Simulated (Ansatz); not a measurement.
## Equation of state of BAs from a dense series

```
CELL_PARAMETERS angstrom
0.00000 2.38850 2.38850
2.38850 0.00000 2.38850
2.38850 2.38850 0.00000
ATOMIC_POSITIONS crystal
B 0.00000 0.00000 0.00000
As 0.75000 0.75000 0.75000
```

Atom numbers follow the list: B1, As2.

The cell is COD entry 9008833, as deposited and not checked against the literature; nothing was relaxed.

All numbers below come from DFT, PBE, all-electron LAPW, scalar-relativistic (Ansatz 0.2.0).

Numerical set-up: a Γ-centred 15×15×15 k mesh, Fermi–Dirac smearing of 0.03 eV, basis error target 0.25 meV/atom, no spin polarisation.

The cell is scaled evenly. Fractional coordinates are held (clamped ions).

```csv
V (Å³/atom),P (GPa)
12.809,12.71
13.081,9.05
13.354,5.73
13.490,4.19
13.626,2.73
13.762,1.34
13.899,0.02
14.171,-2.43
```

(1) Fit a third-order Birch–Murnaghan curve to the pressures.

(2) Predict the pressure at the withheld volume, 14.444 Å³/atom.

Answers

(1) P = (3B0/2)(y^(7/2) − y^(5/2))[1 + (3/4)(B0′ − 4)(y − 1)] with y = (V0/V)^(2/3) fits within 0.01 GPa for V0 = 13.901 Å³/atom, B0 = 131.4 GPa and B0′ = 4.09.

(2) There y = 0.9748, so the fit gives -4.65 GPa; the run gave -4.65 GPa.
